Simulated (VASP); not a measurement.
Here is a VASP 6.6.1 calculation.

INCAR

```
PREC = Accurate ; ENCUT = 520
EDIFF = 1E-6 ; ISMEAR = 0
SIGMA = 0.02 ; LREAL = F
LASPH = T ; NELM = 100
ALGO = Fast ; ISIF = 2
LWAVE = F ; LCHARG = F
GGA = PE ; NBANDS = 51
```

Contents of KPOINTS:

```
Automatic mesh
0
Gamma
  6 6 8
```

File POSCAR:

```
Ge
1.0
    2.7351824211     -6.7759822227      0.0131855296
    2.7351824211      6.7759822227      0.0131855296
   -1.0353817978      0.0000000000      3.8914802473
Ge
6
Direct
    0.1896842256      0.5312354052      0.9550664289
    0.8103157744      0.4687645948      0.0449335711
    0.5312354052      0.1896842256      0.4550664289
    0.4687645948      0.8103157744      0.5449335711
    0.9466631538      0.0533368462      0.7500000000
    0.0533368462      0.9466631538      0.2500000000
```

Potentials or basis: VASP PAW PBE potentials, release 64 (Ge_d).

The run is started by

```bash
$ cat potpaw_PBE.64/Ge_d/POTCAR > POTCAR
$ mpirun -np 1 vasp_std > vasp.out
```

Q: Estimate the band gap on the k mesh.

A: 0.47 eV, indirect (least direct gap 0.59 eV).

Q: What does it give for the pressure?

A: -0.1 GPa.

A k mesh can miss the band edges.
